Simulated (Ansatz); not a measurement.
Calculated 65Cu nuclear quadrupole resonance for Cu2O under strain

Cell: an entry of the Crystallography Open Database (COD), relaxed with PBE at fixed cell and then changed (z stretched by 1 %, ions relaxed).

```
Cu O
1.0
     4.26850    0.00000    0.00000
     0.00000    4.26850    0.00000
     0.00000    0.00000    4.31119
Cu O
4 2
Direct
  0.25000 0.25000 0.25000
  0.25000 0.75000 0.75000
  0.75000 0.75000 0.25000
  0.75000 0.25000 0.75000
  0.00000 0.00000 0.00000
  0.50000 0.50000 0.50000
```

Atom numbers follow the list; atoms alike are taken as one site, whose name carries the number of the first.

The numbers come from a DFT calculation in Ansatz (PBE, plane waves and PAW, scalar-relativistic, 420 eV cutoff, Γ-centred 7×7×7 k-points, Fermi–Dirac smearing 0.02 eV).

65Cu: I = 3/2, Q = -204.0 mb (year-2017 value). Static lattice, zero field.

**Question.** Predict the zero-field 65Cu lines of each site.

**Answer.** For I = 3/2 there is one line, ν = (|C_Q|/2)(1 + η²/3)^½.

```tsv
site	atoms	V_zz (10²¹ V/m²)	C_Q (MHz)	η	line frequencies (MHz)
Cu	1, 2, 3, 4	-5.01	24.7	0.01	12.4
```

**Question.** And for Cu-63 (I = 3/2, Q = -220.0 mb) on Cu?

**Answer.** C_Q scales with Q to 26.7 MHz, with lines at 13.3 MHz.

At Cu V_zz points along the line of its two bonds (within 1°).

Semilocal functionals underestimate gradients at Cu(I) with two or three neighbours, in Cu₂O by a fifth to nearly a half. With a gap of 0.5 eV on this mesh, the gradients can still move by some per cent as the k-mesh gets denser.

The relaxation (1 step) took 8.7 s of wall time (8.6 s of CPU time) and 0.48 GiB at its peak, on 1 thread of Intel Xeon 6975P-C (Granite Rapids) (x86_64; 16 cores open to the job, memory cap 3.0 GiB, no GPU), a shared host with a load of 0.5 a core.
